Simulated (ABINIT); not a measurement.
A run of ABINIT 10.8.3 (patched build) is set up as follows.

The input run.abi:

```
# Pseudopotentials
pp_dirpath "./"
pseudos "In.LDA_PW-JTH_sp.xml"

# Structure
acell 3*1.0
rprim
    -3.4841314630     3.4841314630     3.4841314630
     3.4841314630    -3.4841314630     3.4841314630
     3.4841314630     3.4841314630    -3.4841314630
ntypat 1
znucl 49
natom 1
typat 1
xcart
     0.0000000000     0.0000000000     0.0000000000 Angstrom
chkprim 0
chksymtnons 0
tolsym 1.0e-6

# Plane-wave basis
ecut 15.0
pawecutdg 30.0

# k points
kptopt 1
ngkpt 8 8 8
nshiftk 1
shiftk 0.0 0.0 0.0

# Exchange and correlation
ixc 7

# Bands and occupations
nband 6
occopt 3
tsmear 0.05 eV

# SCF cycle
nstep 100
tolvrs 1.0e-9

# Output
iomode 3
prtwf 0
prteig 0
prtebands 0
prtden 1
prtvha 1
prtvclmb 1
prtpot 1
```

Potentials or basis: JTH PAW LDA v2.0 sp.

Launch:

```bash
$ mpirun --bind-to none -np 4 abinit run.abi > log 2>&1
```

Problem. What does it give for the pressure?

Solution. 0.0 GPa.

Problem. Predict the band gap on the k mesh.

Solution. None (metal or under the smearing width).

Caveat: this set keeps more shells in the core, which shifts pressures and gaps.
